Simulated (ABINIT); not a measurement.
Runs of ABINIT 10.8.3 (patched build) on Cu. The structure is cubic, space group Fm-3m (No. 225). The conventional cell has a = 3.615 Å, b = 3.615 Å, c = 3.615 Å, α = 90.00°, β = 90.00°, γ = 90.00°. Around Cu (site symmetry m-3m) lie 12 Cu at 2.56 Å. 

| task | level | potentials or basis | k mesh | cutoff (eV) | fine-grid cutoff | mesh quality | gap on the mesh (eV) | V0 of scaled cells (Å³/atom) | B0 (GPa) |
| --- | --- | --- | --- | --- | --- | --- | --- | --- | --- |
| band structure | BP86 | JTH PAW PBE v2.0 | 13 × 13 × 13 | 544 | 1088.46 eV | not flagged | none | - | - |
| band structure | BP86 | PseudoDojo NC SR PBE v0.4.1 standard | 13 × 13 × 13 | 1252 | - | not flagged | none | - | - |
| single point | r2SCAN | JTH PAW PBE v2.0 | 8 × 8 × 8 | 653 | 1251.72 eV | coarse | none | - | - |
| single point | PBE | JTH PAW PBE v2.0 | 17 × 17 × 17 | 544 | 1088.46 eV | not flagged | none | - | - |
| band structure | rPW86PBE | JTH PAW PBE v2.0 | 13 × 13 × 13 | 544 | 1088.46 eV | not flagged | none | - | - |
| band structure | LDA | JTH PAW LDA v2.0 | 13 × 13 × 13 | 544 | 1088.46 eV | not flagged | none | - | - |
| band structure | LDA-PZ | PseudoDojo NC SR LDA v0.4.1 standard | 13 × 13 × 13 | 1143 | - | not flagged | none | - | - |
| equation of state | PBE+D3 | JTH PAW PBE v2.0 | 13 × 13 × 13 | 544 | 1088.46 eV | not flagged | - | 11.31 | 165 |
| band structure | PBE | JTH PAW PBE v2.0 | 13 × 13 × 13 | 544 | 1088.46 eV | not flagged | none | - | - |
| band structure | AM05 | JTH PAW PBE v2.0 | 13 × 13 × 13 | 544 | 1088.46 eV | not flagged | none | - | - |
| equation of state | PBE+D3(BJ) | JTH PAW PBE v2.0 | 13 × 13 × 13 | 544 | 1088.46 eV | not flagged | - | 11.31 | (a) |

Alike in all rows: no spin polarisation; cell as given; smearing fermi-dirac 0.05 eV.

Q: Fill in the values left out.

A: (a) 168.

Caveats: some runs use coarse meshes; the PAW data sets were made with another functional, which shifts forces and pressure a little (some runs); pressures at fixed basis lie under the slope of the energies (some runs); the potentials were made for another functional, which shifts forces and pressure (some runs).

A gap of «none» marks a metal or a gap under the smearing width.
